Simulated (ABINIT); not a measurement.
ZrC:

```
CELL_PARAMETERS angstrom
0.00000 2.36500 2.36500
2.36500 0.00000 2.36500
2.36500 2.36500 0.00000
ATOMIC_POSITIONS crystal
Zr 0.50000 0.50000 0.50000
C 0.00000 0.00000 0.00000
```

Base run:

* Program: ABINIT 10.8.3 (patched build)
* Functional: LDA
* Potentials or basis: JTH PAW LDA v2.0
* Cutoff: 544 eV
* k mesh: 13 × 13 × 13
* Occupations: fermi-dirac, width 0.05 eV
* Spin: no spin polarisation

Its results: band gap on the k mesh none (metal or under the smearing width); pressure -12.7 GPa.

Q: The run is repeated on the same cell with these changes: k mesh from 13 × 13 × 13 to 4 × 4 × 4. What comes out?

A: Band gap on the k mesh none (metal or under the smearing width); pressure -13.5 GPa.

Caveats: some runs use coarse meshes.
